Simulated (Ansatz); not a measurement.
Crystal: HgSe.

```
Hg Se
1.0
     0.00000    3.03900    3.03900
     3.03900    0.00000    3.03900
     3.03900    3.03900    0.00000
Hg Se
1 1
Direct
  0.00000 0.00000 0.00000
  0.75000 0.75000 0.75000
```

Base run:

| Item | Value |
| --- | --- |
| Program | Ansatz 0.2.0 |
| Functional | LDA |
| Potentials or basis | Ansatz PAW |
| Cutoff | 420 eV (not typed: the program's choice for these potentials) |
| k mesh | 8 × 8 × 8 |
| Occupations | gaussian, width 0.05 eV |
| Spin | no spin polarisation |

Its results: band gap on the k mesh none (metal or under the smearing width); pressure -0.4 GPa.

The run is repeated on the same cell with these changes: functional from LDA to PBEsol. What comes out?

Band gap on the k mesh none (metal or under the smearing width); pressure 1.5 GPa.

PBEsol binds less tightly than LDA, so the same cell stands under more pressure.

Caveats: the PAW data sets come from PBE, with cores solved anew for the run's functional, which leaves a small shift of forces and pressure.
